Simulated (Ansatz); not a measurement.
The cell is a 4-atom cell of N (P6_3/mmc) from a materials database; cell and atoms were relaxed with r2SCAN+rVV10. It is hexagonal, P6_3/mmc (No. 194); conventional cell a = 3.579 Å, c = 7.641 Å, 21.19 Å³ an atom. N has 1 N at 1.09 Å.

The questions ask for values computed with the PAW code Ansatz on this geometry. The values are computed, spin-unpolarised, and not measurements.

Given (12×12×4 mesh): With LDA the valence top lies at K–Γ (0.53 of the way from K) and the conduction bottom at M, 6.89 eV higher; the smallest vertical gap, at M, is 6.94 eV.

Task: How does the gap change from LDA to PBE (12×12×4)?

Result: The PBE gap is indirect, 7.08 eV (K–Γ (0.50 of the way from K) to M), below the direct gap of 7.13 eV at M. The gap differs by +0.19 eV from LDA's.

Task: What does HSE06 give for the gap (6×6×2 mesh)?

Result: The HSE06 gap is indirect, 9.37 eV (K–Γ (0.53 of the way from K) to M), below the direct gap of 9.43 eV at M. The gap differs by +2.48 eV from LDA's.

Task: Order these levels by the gap that they give, smallest first.
A. PBE
B. r2SCAN0
C. DDH-PBE0
D. PBE0
E. r2SCAN
F. HSE06
G. LDA

Result: G (6.89 eV), A (7.08 eV), E (7.73 eV), F (9.37 eV), D (10.17 eV), B (10.59 eV), C (14.65 eV).

Task: What does G0W0@PBE with 628 empty bands, a screening cutoff of 220 eV and a 6×6×2 mesh give?

Result: 13.31 eV (PBE's gap over the path plus the quasiparticle shift read on the mesh). Over the mesh points the PBE gap of 7.08 eV becomes a quasiparticle gap of 13.31 eV (K–Γ (0.50 of the way from K) to M), a change of +6.23 eV. Renormalisation factors Z lie between 0.83 and 0.86. G0W0 here is at a finite number of bands, screening cutoff and k mesh, not at the basis limit.

Task: How strongly does the crystal screen a field with clamped ions (r2SCAN)?

Result: The clamped-ion dielectric constant comes out as 1.53 along x and y, 1.77 along z. Born charges, averaged over directions: N 0.00 e.

Task: How do the levels compare, in gap and in cost?

Result: r2SCAN covers 29 % of the step from PBE to HSE06, while HSE06 needs about 9 times r2SCAN's cost (on a coarser mesh). All these functionals give a gap of the same kind, indirect.

Where an edge lies off the special points, it is a point of the mesh or the k point where a search put PBE's edge or least direct gap, reused for the other functionals, whose own edges may lie a little apart.

The meshes of the hybrids are coarse, so their gaps aren't converged to the digits shown.

Set aside, since their points miss a band edge that the other levels read or their mesh is too coarse: LC-ωPBE.
